The first row looks wrong. Its sulfur plane lies 2.875 Å below the next one in the bulk crystal, yet after relaxation the spacing has shrunk by 0.26 Å, about 9 %. One row further on, the spacing stays the same to within about 0.001 Å. A wide gap between two sulfur planes, where contact ought to be loose, has narrowed, while the short spacings beside the metal have kept their bulk value.

Spacings of atomic planes, bottom to top, in a five-plane (001) slab cut from relaxed bulk MoS₂ (R-3m, a = 3.121 Å), as cut and after all atoms relax; changes are relative to the bulk. Calculated with Ansatz 0.2.0 using PBEsol and scalar-relativistic plane-wave PAW, without spin polarisation, with a 420 eV cutoff and a 12×12×1 k mesh.

```
plane formula  plane spacing to next in bulk (Å)  relaxed plane spacing to next (Å)  relaxed plane spacing change (Å)
            S                              2.875                              2.615                            -0.260
            S                              1.601                              1.600                             0.000
           Mo                              1.601                              1.600                             0.000
            S                              2.875                              2.615                            -0.260
            S                                n/a                                n/a                               n/a
```

The order of the planes explains what kind of gap this is. Read from the bottom, they are one sulfur sheet, then a complete S–Mo–S layer, then another sulfur sheet. Each outer sheet once belonged to a neighbouring MoS₂ layer, and the cut has taken away the molybdenum to which it was bonded. This is not the surface that MoS₂ shows when it is cleaved, because cleavage runs between complete layers and breaks no Mo–S bonds.

Before asking why the first spacing shrinks, it helps to know how wide it should be. A simpler system gives the rule: hard balls stacked on a table. Three balls form a triangle, and a fourth rests in the hollow between them. The height of the fourth ball depends on how far apart the lower three stand and on the distance at which the balls touch. The analogy holds for the geometry only, since a ball keeps its size whatever happens to its neighbours and an atom does not.

Let a be the distance between neighbouring atoms within a plane, D the distance between touching atoms of adjacent planes, and h the spacing of those planes. The centre of a triangle of side a lies a/√3 from each corner, so Pythagoras gives

h = √(D² − a²/3)

The in-plane distance a is 3.121 Å. For D, two rough radii are enough: 1.8 Å for sulfur as a sulfide ion and 0.65 Å for molybdenum. Neither was fitted to this table, so the worked rows below can show where the rule fails.

The second row, from sulfur up to molybdenum, is the easy case. The two atoms are bonded, and D is the sum of their radii:

D = 1.8 + 0.65 = 2.45 Å
h = √(2.45² − 3.121²/3) = 1.66 Å

The calculation gives 1.60 Å, so the estimate is about 4 % too large. Most of the skill in such an estimate lies in choosing D, because the formula magnifies its error: 0.1 Å too much in the bond length becomes about 0.15 Å in the spacing. The bond is slanted, and with its sideways reach fixed by a, any extra length has to go into height.

The third row, from molybdenum up to the next sulfur, is the same bond seen from the other side, and the same estimate serves. These two spacings also show that the complete layer hardly notices the surface, and its bonding suggests why. Every sulfur atom in it still has its three molybdenum neighbours, and every molybdenum atom still has its six sulfur neighbours. With no bond lost, there is little reason for a bond length to change. If the bulk spacing is known, the best estimate inside such a layer is therefore simply to keep it.

The fourth row repeats the first in mirror image, so the two can be estimated together. Here sulfur faces sulfur, and D is twice the sulfur radius:

D = 2 × 1.8 = 3.6 Å
h = √(3.6² − 3.121²/3) = 3.12 Å

This assumes that sulfur sits over a hollow of the sulfur plane opposite. If it sat directly on top of another sulfur atom, the two would be only 2.875 Å apart in the bulk, far too close for sulfide ions that merely touch.

Against the bulk gap the estimate is about 8 % too large, which is tolerable for touching spheres. Sulfur in MoS₂ shares electrons with the metal and is not a full sulfide ion, so a radius meant for that ion need not fit it exactly. The comparison should not be pressed further, because the functional used here lacks long-range dispersion, and the width of a gap between layers depends on how that attraction is treated.

Against the relaxed gap the same estimate is 19 % too large, and this failure is the instructive one. About half of the excess was already present against the bulk gap; the other half appears when the cut sheet relaxes, and it is this half that needs a new cause. The rule treats every sulfur atom as a closed-shell ion, and a count of electrons shows that this slab cannot supply enough of them. Four sulfur atoms would need eight electrons to become sulfide ions, but the single molybdenum atom has only six valence electrons to give. The shortage should fall mainly on the outer sheets, which have no metal neighbour. An atom with an unfilled shell repels its neighbours less than a closed-shell ion does, and it can be drawn towards a layer that has electrons to share. This cause is expected from the electron count, not shown by the calculation, which lists no charges on the atoms. Nor can the spacings tell how much of the 0.26 Å would come from weaker repulsion and how much from attraction.

The size of the shift does not mean that the sheet is pulled hard. In the same calculation the force on each outer sulfur atom, before anything moves, is only about 0.08 eV/Å, and relaxing the whole slab gains 0.023 eV. If each sheet hangs on a spring, it gains half the force times the shift, so two sheets together gain the force times the shift. Dividing gain by force then gives 0.28 Å, close to the calculated movement. A weak pull on a soft spring is enough to produce a large displacement.

That softness tells a reader where to trust an estimate. A spacing held by bonds is stiff, and here two rough radii came within 0.06 Å of it. A spacing held only by contact is soft, and a change in the bonding of one atom can shift it by tenths of an ångström. For a related slab, the first question is therefore whether the cut has removed bonded neighbours from the surface atom. If it has not, the bulk spacing is a sensible first guess; if it has, the contact radius gives too wide a gap here and should be treated with suspicion elsewhere.

The calculated position of the outer sheet has limits of its own. Sulfur that has lost its metal tends to bond to other sulfur, at roughly 2.1 Å, but here each sheet has one atom in the repeating cell and its atoms cannot pair up. Nor could a sheet slide sideways to put its atoms directly over sulfur atoms of the complete layer and bond to them, because the relaxation kept the symmetry of the starting structure. The cell also kept the sideways size of the bulk crystal, and magnetic states were left out, so a different and more stable arrangement may exist. The crystal is moreover the metallic octahedral form of MoS₂. Its molybdenum atoms are known to cluster when a larger cell lets them, so the unchanged spacings inside the layer hold for the undistorted form only. Transistor channels normally use the semiconducting form with trigonal-prismatic coordination. The shrinkage in the first row therefore should not be used as the surface relaxation of a device channel, whose sulfur atoms keep their metal neighbours when the crystal is cleaved.
